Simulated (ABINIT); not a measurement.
Crystal: Ag.

```
CELL_PARAMETERS angstrom
0.00000 2.04275 2.04275
2.04275 0.00000 2.04275
2.04275 2.04275 0.00000
ATOMIC_POSITIONS crystal
Ag 0.00000 0.00000 0.00000
```

Base run:

| Quantity | Value |
| --- | --- |
| Program | ABINIT 10.8.3 (patched build) |
| Functional | r2SCAN |
| Potentials or basis | Ansatz PAW PBE default generated set, frozen core |
| Cutoff | 490 eV |
| k mesh | 11 × 11 × 11 |
| Occupations | fermi-dirac, width 0.05 eV |
| Spin | no spin polarisation |

Its results: band gap on the k mesh none (metal or under the smearing width); pressure 1.1 GPa.

Question: The run is repeated on the same cell with these changes: potentials or basis from Ansatz PAW PBE default generated set, frozen core to SG15 NC PBE v1.2; cutoff from 490 eV to 844 eV. What comes out?

Answer: Band gap on the k mesh none (metal or under the smearing width); pressure 0.6 GPa.

Caveats: the PAW data sets were made with another functional, which shifts forces and pressure a little (some runs); the potentials were made for another functional, which shifts forces and pressure (some runs).
